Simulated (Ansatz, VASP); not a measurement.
**C in VASP and in Ansatz**

File INCAR:

```
ALGO = Normal ; EDIFF = 1E-6
ENCUT = 520 ; GGA = PS
ISIF = 2 ; ISMEAR = 0
LASPH = True ; LCHARG = False
LREAL = False ; LWAVE = False
NBANDS = 11 ; NELM = 60
PREC = Accurate ; SIGMA = 0.05
```

The input KPOINTS:

```
k-points
0
Gamma
  12 12 12
```

POSCAR

```
C
1.0
    0.0000000000      1.7834000000      1.7834000000
    1.7834000000      0.0000000000      1.7834000000
    1.7834000000      1.7834000000      0.0000000000
C
2
Direct
    0.5000000000      0.5000000000      0.5000000000
    0.7500000000      0.7500000000      0.7500000000
```

Input for Ansatz:

```yaml
crystal:
  lattice:
    - [0.0, 1.7834, 1.7834]
    - [1.7834, 0.0, 1.7834]
    - [1.7834, 1.7834, 0.0]
  atoms:
    - { symbol: C, position: [0.5, 0.5, 0.5] }
    - { symbol: C, position: [0.75, 0.75, 0.75] }
basis:
  ecutwfc: 420
kpoints:
  mp_grid: { grid: [12, 12, 12] }
hamiltonian:
  xc: pbesol
scf:
  occupations: { method: gaussian, width: 0.05 }
output:
  forces: true
  stress: true
  eigenvalues: true
```

This isn't the form of C at room conditions, which is graphite.

Alike in both runs: task single point; functional PBEsol; k mesh 12 × 12 × 12; occupations gaussian, width 0.05 eV; no spin polarisation.

|  | VASP | Ansatz |
| --- | --- | --- |
| version | VASP 6.6.1 | Ansatz 0.2.0 |
| potentials or method | VASP PAW PBE potentials, release 64 (C) | scalar-relativistic, plane waves, PAW |
| plane-wave cutoff (eV) | 520 | 420 |
| valence electrons in the cell | 8 | 8 |

```csv
,VASP,Ansatz,Ansatz less VASP
gap on the k mesh at the Fermi level (eV),4.04,4.04,+0.005
least direct gap on the mesh (eV),5.54,5.54,+0.001
pressure (GPa),-3.8,-4.8,-1.04
```

Caveats: the PAW data sets were made with another functional, which shifts forces and pressure a little (VASP).
